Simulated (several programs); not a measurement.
CdTe built on the zincblende prototype, relaxed with r2SCAN in Ansatz, was computed with several methods. Space group F-43m (No. 216), cubic; a = 6.560 Å in the conventional setting, 35.29 Å³ an atom. Cd has 4 Te at 2.84 Å; Te has 4 Cd at 2.84 Å. The values are computed, spin-unpolarised.

```
CELL_PARAMETERS angstrom
0.00000 3.27996 3.27996
3.27996 0.00000 3.27996
3.27996 3.27996 0.00000
ATOMIC_POSITIONS crystal
Cd 0.00000 0.00000 0.00000
Te 0.25000 0.25000 0.25000
```

Gaps and times are for a single point on this cell; volume and bulk modulus come from each method's own relaxation or energy curve at fixed shape. Times are rough, from shared hosts (Arm Neoverse N1; Arm Neoverse V2; Intel Xeon Platinum 8488C), and each method has its own mesh and cell size. A dagger marks a closed or tiny gap in a crystal that DFT finds insulating: a failure of the method or a wrong SCF state. PM6 (MOPAC), PM7 (MOPAC), GFN1-xTB (tblite), GFN2-xTB (tblite) treat a cluster of cells at its zone centre, which samples few k points: where these miss a band edge, the gap comes out too large for that reason alone. Gaps from k meshes are read at a limited set of points (mesh, symmetry points, PBE's band edges), so each method's own least gap may be somewhat smaller. Force fields have no electrons; where one was fitted to this phase, its volume and modulus reflect the fit. xTB and the PM methods were fitted mostly to molecules, and can miss a solid's gap by electronvolts. Minimal bases can be far off for gaps. Times of the plane-wave ladder aren't listed, since it ran on unlike processors and cards. GLLB-SC's gap includes the derivative discontinuity. G0W0 is at finite bands, cutoff and mesh. d marks a direct gap, i an indirect one (no mark: not told apart), a dash a value that wasn't computed or didn't pass its checks.

| method | kind | gap (eV) | own volume (Å³/atom) | bulk modulus (GPa) | atoms computed | processor time |
| --- | --- | --- | --- | --- | --- | --- |
| PBEsol | semilocal | – | 34.17 | – | 2 | – |
| CdTeZnSeHgS0.sw (LAMMPS) | force field | – | 33.98 | 43 | 2 | 0.16 s |
| CdTe.bop.table (LAMMPS) | force field | – | 39.81 | 37 | 2 | 0.17 s |
| CdTeSe.bop.table (LAMMPS) | force field | – | 34.09 | 37 | 2 | 0.18 s |
| light PBE (260 eV and a coarse mesh) | light plane-wave | 0.63 d | – | – | 2 | 2.1 s |
| PM6 (MOPAC) | semi-empirical | 8.05 | – | – | cluster | 3.2 s |
| LDA | semilocal | 0.40 d | 32.93 | – | 2 | – |
| PM7 (MOPAC) | semi-empirical | 5.53 | 32.12 | 148 | cluster | 3.3 s |
| GFN1-xTB (tblite) | tight binding | 0.00† | – | – | cluster | 3.9 s |
| PBE | semilocal | 0.66 d | 36.28 | 35 | 2 | – |
| GFN2-xTB (tblite) | tight binding | 2.27 | 37.48 | 31 | cluster | 6.1 s |
| PBE/single zeta (GPAW) | small basis | 0.72 d | – | – | 2 | 8.5 s |
| PBE/SZV (CP2K) | small basis | 1.01 d | 37.95 | 36 | 2 | 9.6 s |
| G0W0@PBE (260 eV screening cutoff) | many-body | 1.20 | – | – | 2 | – |
| G0W0@r2SCAN (180 eV screening cutoff) | many-body | 1.56 | – | – | 2 | – |
| r2SCAN | semilocal | 1.16 d | 35.29 | 40 | 2 | – |
| GLLB-SC (GPAW) | model potential | 1.34 | – | – | 2 | 19 s |
| PBE+SOC | semilocal | 0.39 d | – | – | 2 | – |
| G0W0@HSE06 (180 eV screening cutoff) | many-body | 1.76 | – | – | 2 | – |
| G0W0@PBE0 (180 eV screening cutoff) | many-body | 1.97 | – | – | 2 | – |
| PBE/DZVP (CP2K) | small basis | 0.73 d | 36.84 | 35 | 2 | 28 s |
| LC-ωPBE | hybrid | 6.01 d | – | – | 2 | – |
| PBE0 | hybrid | 2.16 d | – | – | 2 | – |
| HSE06 | hybrid | 1.53 d | 35.50 | – | 2 | – |
| r2SCANh | hybrid | 1.66 d | – | – | 2 | – |
| G0W0@LDA (140 eV screening cutoff) | many-body | 1.10 | – | – | 2 | – |
| DDH-PBE0 | hybrid | 1.31 d | – | – | 2 | – |
| HSE06+SOC | hybrid | 1.23 d | – | – | 2 | – |

Q: How far from the measured values lie the methods that can be set against them?

A:
- Bulk modulus, measured 42 GPa: CdTeZnSeHgS0.sw (LAMMPS) +1.5 %, CdTe.bop.table (LAMMPS) -10.9 %, CdTeSe.bop.table (LAMMPS) -12.1 %, PM7 (MOPAC) +253.2 %, PBE -16.3 %, GFN2-xTB (tblite) -25.8 %, PBE/SZV (CP2K) -14.5 %, r2SCAN -4.0 %, PBE/DZVP (CP2K) -17.5 %.
- Volume, measured 34.11 Å³ an atom: PBEsol +0.2 %, CdTeZnSeHgS0.sw (LAMMPS) -0.4 %, CdTe.bop.table (LAMMPS) +16.7 %, CdTeSe.bop.table (LAMMPS) -0.1 %, LDA -3.4 %, PM7 (MOPAC) -5.8 %, PBE +6.4 %, GFN2-xTB (tblite) +9.9 %, PBE/SZV (CP2K) +11.3 %, r2SCAN +3.5 %, PBE/DZVP (CP2K) +8.0 %, HSE06 +4.1 %.
The calculations are for a static lattice; samples hold vibrations, temperature and, in optical gaps, excitons. A measured value is shown where most reports agree with it, and only for the quantities listed. Sources: 42 GPa (B0 of zincblende phase; “Multiscale insight into the Cd1-xZnxTe vibrational-mechanical properties -- High-pressure experiments and ab initio calculations”; literature HP-XRD value from an equation-of-state fit; depends on B0' (about 6.4 for CdTe); 2023; arxiv:2306.14539); 34.11 Å³ an atom (from the lattice constants; cubic lattice parameter, literature experiment; “Electronic structure, structural and optical properties of thermally evaporated CdTe thin films”; 2006; arxiv:cond-mat/0608141).

Only the rows marked +SOC include spin-orbit coupling.
